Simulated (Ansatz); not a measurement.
The system is Hg.

```xyz
1
Lattice="-1.8767 1.8767 1.9168 1.8767 -1.8767 1.9168 1.8767 1.8767 -1.9168" Properties=species:S:1:pos:R:3 pbc="T T T"
Hg    0.0000    0.0000    1.9168
```

Base run:

| Item | Value |
| --- | --- |
| Program | Ansatz 0.2.0 |
| Functional | PBEsol |
| Potentials or basis | all-electron LAPW, scalar-relativistic |
| Cutoff | 185 eV |
| Density cutoff | 739 eV |
| Basis error allowed | 0.001 eV/atom |
| k mesh | 10 × 10 × 10 |
| Occupations | gaussian, width 0.1 eV |
| Spin | no spin polarisation |

Its results: band gap on the k mesh none (metal or under the smearing width); pressure -2.4 GPa.

Problem. The run is repeated on the same cell with these changes: functional from PBEsol to LDA; occupations from gaussian, width 0.1 eV to gaussian, width 0.02 eV. What comes out?

Solution. Band gap on the k mesh none (metal or under the smearing width); pressure -4.2 GPa.

Not every run made on this cell is shown here.
